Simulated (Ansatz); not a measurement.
Property card for Se

Theory: DFT PBE, scalar-relativistic, plane waves, PAW in Ansatz 0.2.0.

Settings: cutoff 420 eV, Γ-centred mesh 12×12×8 on the computed 3-atom cell, Gaussian smearing of 0.10 eV; no spin polarisation.

The structure is relaxed at this level of theory with its symmetry kept, and needn't be the ground state of this composition.

Space group P-6m2 (No. 187), hexagonal, a = 3.836 Å, c = 6.066 Å. Se on a site of symmetry 3m has 1 Se at 2.36 Å and 3 Se at 2.89 Å; Se on a site of symmetry -6m2 has 6 Se at 2.89 Å.

| Quantity | Value |
| --- | --- |
| Volume per atom | 25.77 Å³ |
| Energy over the standard state (uncorrected) | +0.342 eV/atom |
| Kohn–Sham band gap | none (metal) |
| Density of states at the Fermi level | 0.6 states/eV per cell |
| Orbital (Löwdin) character within 0.5 eV of the Fermi level | Se 4p 94 % |
| Bader charge by site (e) | Se (2 in the cell) -0.01, Se (1 in the cell) 0.02 |

The cell was found from a structure generator's guess, not taken from experiment. Löwdin shares on free-atom orbitals overweight diffuse shells.
